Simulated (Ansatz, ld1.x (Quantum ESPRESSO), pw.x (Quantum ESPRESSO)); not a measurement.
# Equation-of-state test of one TM potential (barium (Ba))

* Element: barium (Ba)
* Generator: ld1.x (Quantum ESPRESSO) 7.5
* Type: norm-conserving Troullier–Martins (Kleinman–Bylander form)
* Functional: PBE
* Relativity: scalar-relativistic
* Frozen core: [Xe]
* Valence charge: 2
* Reference configuration: 5d0 6s2 6p0
* Partial waves: 6p (bound, empty): rc 4.15 bohr; 5d (bound, empty): rc 2.60 bohr; 6s (bound): rc 3.00 bohr
* Local potential: the s channel
* Core correction: none

Atomic tests: cutoffs needed: 8 Ry and 15 Ry (the cutoffs (Ry, on a coarse ladder) from which the occupation-weighted sum of valence levels, in a spherical-Bessel basis at the reference potential, stays within 10 and 1 mRy of its value at 400 Ry); ghost test: no extra level below or beside the all-electron valence levels (p, d, s, f tested) (spherical-Bessel basis up to 400 Ry, 20 bohr box); largest excitation error: +753 meV (all-electron minus pseudo) for 5d1 6s0 6p0, out of 7 test configurations.

Crystal test: fcc Ba in pw.x 7.5, no spin, 9³ k-points, Fermi–Dirac smearing 0.01 Ry, cutoffs 35/140 Ry. The reference is all-electron LAPW (Ansatz 0.2.0) with the same functional, mesh and smearing; V0 and B0 come from Birch–Murnaghan fits to the pressures at five volumes. Errors are pseudo minus all-electron; Δ is the rms difference of the E(V) curves that follow from these fits, minima aligned, over ±6 % about the mean V0. Mesh and smearing are coarse, so the numbers serve the comparison and aren't converged zero-temperature values; the lattice is a test structure that the element need not adopt.

All-electron: a0 = 6.363 Å (V0 = 64.40 Å³/atom), B0 = 8.0 GPa.

Problem. How far does the potential miss the all-electron equation of state?

Solution. mean pressure error (GPa): -1.24. The pressure does not cross zero within the volumes sampled, so no fit is given. This is a poor potential for the solid. The logarithmic derivative shows an extra or strongly shifted pseudo pole above the reference energy (s near 0.91 Ry).

```csv
V (Å³/atom),P all-electron (GPa),P pseudo (GPa)
61.159,0.44,-1.02
62.769,0.21,-1.13
64.378,0.00,-1.23
65.987,-0.19,-1.32
67.597,-0.37,-1.41
```

Problem. At the middle volume, how do free energy and pressure move when the wave cutoff is lowered (ecutrho kept at four times it)?

Solution.

| cutoff (Ry) | shift of F (meV/atom) | shift of P (GPa) |
| --- | --- | --- |
| 16 | +7.0 | -0.01 |
| 21 | +3.4 | -0.01 |
| 28 | +0.4 | +0.01 |

The run at the middle volume (35 k-points, 11 iterations) took about 9.9 s on one core of a shared host (Neoverse-V1, 32 threads, 247 GiB, load 26).
